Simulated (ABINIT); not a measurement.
Here is an ABINIT 10.8.3 (patched build) calculation.

run.abi

```
# Pseudopotentials
pp_dirpath "./"
pseudos "Au.upf"

# Structure
acell 3*1.0
rprim
     0.0000000000     3.8455926636     3.8455926636
     3.8455926636     0.0000000000     3.8455926636
     3.8455926636     3.8455926636     0.0000000000
ntypat 1
znucl 79
natom 1
typat 1
chkprim 0
chksymtnons 0
tolsym 1.0e-6
xred
            0.0            0.0            0.0

# Plane-wave basis
ecut 38.0
ecutsm 0.5

# k points
kptopt 1
ngkpt 8 8 8
nshiftk 1
shiftk 0.0 0.0 0.0

# Exchange and correlation
ixc 11

# Bands and occupations
nband 14
occopt 3
tsmear 0.00183747

# SCF cycle
nstep 80
tolvrs 1.0e-12

# Output
iomode 3
prteig 0
prtebands 0
prtwf 0
prtden 0

# Relaxation
ionmov 2
optcell 2
ntime 50
tolmxf 2.0e-5
dilatmx 1.08
```

Potentials or basis: PseudoDojo NC SR PBE v0.4.1 standard.

Launch:

```sh
$ mpirun --bind-to none -np 4 abinit run.abi > log 2>&1
```

(1) Predict the relaxed cell.

(2) Predict the space group after relaxing (to 0.05 Å).

Results:

(1) a = 2.943 Å, b = 2.943 Å, c = 2.943 Å, α = 60.00°, β = 60.00°, γ = 60.00°.

(2) Fm-3m (No. 225).
